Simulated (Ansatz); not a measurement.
**C under changes of volume**

One of the cells (5.672 Å³/atom); the others are scaled copies at fixed shape and fractional positions:

```
CELL_PARAMETERS angstrom
2.52210 0.00000 0.00000
-1.26105 2.18420 0.00000
0.00000 0.00000 8.23710
ATOMIC_POSITIONS crystal
C 0.66667 0.33333 0.84375
C 0.33333 0.66667 0.34375
C 0.66667 0.33333 0.65625
C 0.33333 0.66667 0.15625
C 0.00000 0.00000 0.90625
C 0.00000 0.00000 0.40625
C 0.00000 0.00000 0.59375
C 0.00000 0.00000 0.09375
```

This is a hexagonal form of diamond, not graphite.

* Program: Ansatz 0.2.0
* Functional: revPBE
* Dispersion: D3(BJ)
* Potentials or basis: Ansatz PAW
* Cutoff: 420 eV (not typed: the program's choice for these potentials)
* k mesh: 12 × 12 × 4
* Occupations: fermi-dirac, width 0.05 eV
* Spin: no spin polarisation

| volume (Å³/atom) | energy over the lowest point (meV/atom) | pressure (GPa) | gap on the mesh (eV) | largest force (eV/Å) |
| --- | --- | --- | --- | --- |
| 5.332 | ? | ? | ? | ? |
| 5.445 | 7.01 | 14.6 | 4.51 | 0.352 |
| 5.559 | 0.18 | 4.8 | 4.46 | 0.338 |
| 5.672 | 0.00 | -4.1 | 4.42 | 0.326 |
| 5.785 | 5.86 | -12.3 | 4.37 | 0.314 |
| 5.899 | 17.20 | -19.7 | 4.33 | 0.302 |
| 6.012 | 33.52 | -26.4 | 4.28 | 0.291 |

Problem. What does the run at 5.332 Å³/atom give?

Solution. Energy over the lowest point 21.09 meV/atom; pressure 25.4 GPa; gap on the mesh 4.56 eV; largest force 0.366 eV/Å.

Worked out: A Birch-Murnaghan fit of order 3 (a polynomial in V^(-2/3)) to the other rows has its minimum at 5.62 Å³/atom with B0 = V·E''(V) = 441 GPa and B' = 3.6 at fixed shape and positions, which overstates the stiffness. It gives 21.02 meV/atom at 5.332 Å³/atom, against the run's 21.09, and -dE/dV = 25.3 GPa, against 25.4. A straight line through the other rows of the gap, of slope -2.29 eV per unit of ln V, extrapolates to 4.56 eV, against the run's 4.56.

Energies are extrapolated to zero smearing.

Caveats: the PAW data sets come from PBE, with cores solved anew for the run's functional, which leaves a small shift of forces and pressure.

A mesh can miss the band edges.
